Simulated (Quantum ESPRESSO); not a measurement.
TiNi under changes of volume

One of the cells (13.403 Å³/atom); the others are scaled copies at fixed shape and fractional positions:

```
Ni Ti
1.0
     2.73580    0.00000    0.00000
     0.00000    2.73580    0.00000
     0.00000    0.00000    3.58141
Ni Ti
1 1
Direct
  0.00000 0.00000 0.00000
  0.50000 0.50000 0.50000
```

The cell comes from a database or a generator and needn't be the stable form of this composition.

```yaml
Program: Quantum ESPRESSO 7.5
Functional: LDA
Potentials_or_basis: GBRV 1.5 LDA
Cutoff: 612 eV
Density_cutoff: 4898 eV
k_mesh: 10 × 10 × 8
Occupations: fermi-dirac, width 0.05 eV
Spin: collinear spin, ferromagnetic start
Starting_moments: "[1.0, 1.0] μB"
```

```csv
volume (Å³/atom),energy over the lowest point (meV/atom),pressure (GPa)
12.599,0.00,-2.1
12.867,6.43,-5.7
13.135,18.61,-9.0
13.403,35.94,-11.9
13.671,?,?
13.939,83.72,-16.7
14.207,113.27,-18.8
```

Task: What does the run at 13.671 Å³/atom give?

Result: Energy over the lowest point 57.78 meV/atom; pressure -14.4 GPa.

Worked out: A Birch-Murnaghan fit of order 3 (a polynomial in V^(-2/3)) to the other rows has its minimum at 12.47 Å³/atom, just outside them, with B0 = V·E''(V) = 190 GPa and B' = 4.4 at fixed shape and positions, which overstates the stiffness. It gives 57.80 meV/atom at 13.671 Å³/atom, against the run's 57.78, and -dE/dV = -14.3 GPa, against -14.4.

Energies are extrapolated to zero smearing.
